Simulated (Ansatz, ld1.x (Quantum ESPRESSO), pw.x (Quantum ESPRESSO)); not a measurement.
**From atom to crystal: PAW potential for molybdenum (Mo)**

ld1.x (Quantum ESPRESSO) 7.5 input, shortened:

```
&input
   title='Mo', zed=42., rel=1, dft='PBE', iswitch=3,
   config='[Kr] 4d5 5s1 5p0'
 /
 &inputp
   pseudotype=3, lpaw=.true., tm=.true., lloc=-1, rcloc=3.10,
   nlcc=.true., rcore=1.65,
   which_augfun='PSQ', rmatch_augfun_nc=.true.
 /
6
5S  1  0   1.00   0.00  3.10  3.40  0.0
5S  1  0   0.00   0.05  3.10  3.40  0.0
4P  2  1   6.00   0.00  2.10  2.50  0.0
5P  3  1   0.00   0.00  2.10  2.50  0.0
4D  3  2   5.00   0.00  2.05  2.65  0.0
4D  3  2   0.00   0.15  2.05  2.65  0.0
 &test
   configts(1)='4p6 4d5 5s1 5p0'
 /
```

Crystal test: fcc Mo in pw.x 7.5, no spin, 14³ k-points, Fermi–Dirac smearing 0.01 Ry, cutoffs 40/320 Ry. The reference is all-electron LAPW (Ansatz 0.2.0) with the same functional, mesh and smearing; V0 and B0 come from Birch–Murnaghan fits to the pressures at five volumes. Errors are pseudo minus all-electron; Δ is the rms difference of the E(V) curves that follow from these fits, minima aligned, over ±6 % about the mean V0. Mesh and smearing are coarse, so the numbers serve the comparison and aren't converged zero-temperature values; the lattice is a test structure that the element need not adopt.

```csv
V (Å³/atom),P all-electron (GPa),P pseudo (GPa)
15.226,13.93,22.15
15.626,6.76,13.79
16.027,0.44,6.48
16.428,-5.13,0.06
16.828,-10.04,-5.58
```

All-electron: a0 = 4.005 Å (V0 = 16.06 Å³/atom), B0 = 235.3 GPa.

Pseudopotential: mean pressure error (GPa): +6.19; a0 (Å): 4.036; a0 error (%): +0.77; B0 error (%): +4.6; Δ (meV/atom): 20.1. The largest radius (3.40 bohr) exceeds half the bond length (2.67 bohr), so the spheres overlap, which is one possible source of error among others. This is a poor potential for the solid. Atomic configuration tests: test run stopped at test 4 of 7 (negative rho), 3 before it not solved.

**Question.** At the middle volume, how do free energy and pressure move when the wave cutoff is lowered (ecutrho held at 320 Ry)?

**Answer.**

```
cutoff (Ry)  shift of F (meV/atom)  shift of P (GPa)
         18                 +867.5            -28.64
         24                  +38.9             -1.05
         32                  +13.1             -0.73
```

The run at the middle volume (104 k-points, 10 iterations) took about 16 s on one core of a shared host (Neoverse-V1, 32 threads, 247 GiB, load 11).
